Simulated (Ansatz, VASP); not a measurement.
**Ga3N2: VASP beside Ansatz**

```
Ga N
1.0
     4.20045    0.00000    0.00000
     0.00000    4.20045    0.00000
     0.00000    0.00000    4.20045
Ga N
3 2
Direct
  0.00000 0.50000 0.50000
  0.50000 0.00000 0.50000
  0.50000 0.50000 0.00000
  0.00000 0.00000 0.00000
  0.50000 0.50000 0.50000
```

Alike in both runs: functional PBE; k mesh 10 × 10 × 10; occupations gaussian, width 0.1 eV; no spin polarisation.

Ansatz relaxed the structure, and its values are those at the end. VASP's run is a single point on that final structure, the one shown.

|  | VASP | Ansatz |
| --- | --- | --- |
| version | VASP 6.6.1 | Ansatz 0.2.0 |
| potentials or method | VASP PAW PBE potentials, release 64 (Ga_d, N) | scalar-relativistic, plane waves, PAW |
| plane-wave cutoff (eV) | 520 | 420 |
| valence electrons in the cell | 49 | 49 |

Ansatz gave:

```
gap on the k mesh at the Fermi level (eV) : none
pressure (GPa)                            : 0.0
```

Estimate VASP's values.

gap on the k mesh at the Fermi level (eV): none; pressure (GPa): 0.3.

A gap of «none» marks a metal or a gap that the smearing closes. With one functional, cell and mesh, what is left measures potentials, basis and numerics.
